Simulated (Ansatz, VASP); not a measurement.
## One calculation of Pd, two programs

INCAR

```
PREC     = Accurate       # precision mode
ENCUT    = 520            # plane-wave cutoff, eV
EDIFF    = 1E-6           # SCF threshold, eV
ISMEAR   = 0              # smearing method
SIGMA    = 0.15           # smearing width, eV
LREAL    = False          # projectors in reciprocal space
LASPH    = True           # aspherical terms in the spheres
NELM     = 100            # most SCF steps
ALGO     = Normal         # electronic algorithm
ISIF     = 2              # what is computed and relaxed
LWAVE    = False          # write WAVECAR
LCHARG   = False          # write CHGCAR
GGA      = PS             # functional
NBANDS   = 11             # bands
```

File KPOINTS:

```
Automatic mesh
0
Gamma
  20 20 20
```

POSCAR

```
Pd
1.0
    0.0000000000      1.8962775000      1.9449000000
    1.8962775000      0.0000000000      1.9449000000
    1.8962775000      1.8962775000      0.0000000000
Pd
1
Direct
    0.0000000000      0.0000000000      0.0000000000
```

Input for Ansatz:

```yaml
crystal:
  lattice:
    - [0.0, 1.8962775, 1.9449]
    - [1.8962775, 0.0, 1.9449]
    - [1.8962775, 1.8962775, 0.0]
  atoms:
    - { symbol: Pd, position: [0.0, 0.0, 0.0] }
basis:
  ecutwfc: 420
kpoints:
  mp_grid: { grid: [20, 20, 20] }
hamiltonian:
  xc: pbesol
scf:
  occupations: { method: gaussian, width: 0.15 }
output:
  forces: true
  stress: true
  eigenvalues: true
```

Change from the starting cell: strain -0.025 along x and y, +0.000 along z, atoms carried along.

Alike in both runs: task single point; functional PBEsol; k mesh 20 × 20 × 20; occupations gaussian, width 0.15 eV; no spin polarisation.

|  | VASP | Ansatz |
| --- | --- | --- |
| version | VASP 6.6.1 | Ansatz 0.2.0 |
| potentials or method | VASP PAW PBE potentials, release 64 (Pd) | scalar-relativistic, plane waves, PAW |
| plane-wave cutoff (eV) | 520 | 420 |
| valence electrons in the cell | 10 | 18 |

```csv
,VASP,Ansatz,Ansatz less VASP
gap on the k mesh at the Fermi level (eV),none,none,-
pressure (GPa),8.7,9.1,+0.41
largest component of the traceless stress (GPa),1.40,1.42,+0.019
```

A gap of «none» marks a metal or a gap that the smearing closes. The two sets of potentials don't hold the same shells in valence.

Caveats: the PAW data sets were made with another functional, which shifts forces and pressure a little (VASP).
